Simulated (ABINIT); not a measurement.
Here is an ABINIT 10.8.3 (patched build) calculation.

File run.abi:

```
# Datasets: one volume each
ndtset 7
getwfk -1
scalecart1 3*0.9795861087
scalecart2 3*0.9864848297
scalecart3 3*0.9932883884
scalecart4 3*1.0000000000
scalecart5 3*1.0066227096
scalecart6 3*1.0131594038
scalecart7 3*1.0196128224

# Pseudopotentials
pp_dirpath "./"
pseudos "Pt.LDA_PW-JTH.xml, Te.LDA_PW-JTH.xml"

# Structure
acell 7.5778017597 7.5778017598 9.8284655742
rprim
     1.0000000000     0.0000000000     0.0000000000
    -0.5000000000     0.8660254038     0.0000000000
     0.0000000000     0.0000000000     1.0000000000
ntypat 2
znucl 78 52
natom 3
typat 1 2 2
xred
     0.0000000000     0.0000000000     0.0000000000
     0.6666666667     0.3333333333     0.7500000000
     0.3333333333     0.6666666667     0.2500000000

# Plane-wave basis
ecut 15.0
pawecutdg 30.0

# k points
kptopt 1
ngkpt 8 8 5
nshiftk 1
shiftk 0.0 0.0 0.0

# Exchange and correlation
ixc 7

# Bands and occupations
nband 15
occopt 3
tsmear 0.05 eV

# SCF cycle
nstep 100
tolvrs 1.0e-9

# Output
iomode 3
prtwf 1
prtden 0
prteig 0
prtebands 0
enunit 2
```

Potentials or basis: JTH PAW LDA v2.0.

Launch:

```sh
$ abinit run.abi > log 2>&1
```

Q: Predict the equilibrium volume.

A: 24.79 Å³/atom (rough: see the caveat).

Q: Predict the bulk modulus at fixed shape and positions.

A: 112 GPa (rough).

Energy against volume, from the lowest point:
| volume (Å³/atom) | energy (meV/atom) |
| --- | --- |
| 22.694 | 73.72 |
| 23.177 | 41.64 |
| 23.660 | 19.39 |
| 24.143 | 5.82 |
| 24.626 | 0.00 |
| 25.108 | 1.04 |
| 25.591 | 8.17 |

Caveat: the cutoff is too short for stress, so the log's stress isn't used; pressures at fixed basis lie under the slope of the energies; the cell was scaled at fixed shape and fractional positions, which overstates the stiffness of a crystal with free parameters, most of all of layers and chains; the fit is rough or its minimum lies at the end of the range. The run has no spin-orbit coupling, so splittings on Pt, Te are missing.
